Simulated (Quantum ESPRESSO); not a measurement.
## HgTe (Coloradoite) under changes of volume

One of the cells (33.215 Å³/atom); the others are scaled copies at fixed shape and fractional positions:

```xyz
2
Lattice="0.0000 3.2145 3.2145 3.2145 0.0000 3.2145 3.2145 3.2145 0.0000" Properties=species:S:1:pos:R:3 pbc="T T T"
Hg    0.0000    0.0000    0.0000
Te    4.8217    4.8217    4.8217
```

- Program: Quantum ESPRESSO 7.5
- Functional: r2SCAN
- Potentials or basis: SG15 PBE 1.2
- Cutoff: 952 eV
- Density cutoff: 3810 eV
- k mesh: 5 × 5 × 5
- Occupations: fermi-dirac, width 0.05 eV
- Spin: no spin polarisation

```tsv
volume (Å³/atom)	energy over the lowest point (meV/atom)	pressure (GPa)
31.223	?	?
31.887	53.34	5.4
32.551	33.61	4.1
33.215	18.92	3.0
33.880	8.72	2.0
34.544	2.56	1.0
35.208	0.00	0.2
```

Q: What does the run at 31.223 Å³/atom give?

A: Energy over the lowest point 78.72 meV/atom; pressure 6.9 GPa.

Worked out: A Birch-Murnaghan fit of order 3 (a polynomial in V^(-2/3)) to the other rows has its minimum at 35.39 Å³/atom, just outside them, with B0 = V·E''(V) = 40 GPa and B' = 4.9. It gives 78.71 meV/atom at 31.223 Å³/atom, against the run's 78.72, and -dE/dV = 6.9 GPa, against 6.9.

Energies are extrapolated to zero smearing.

Caveats: the potentials were made for another functional, which shifts forces and pressure.
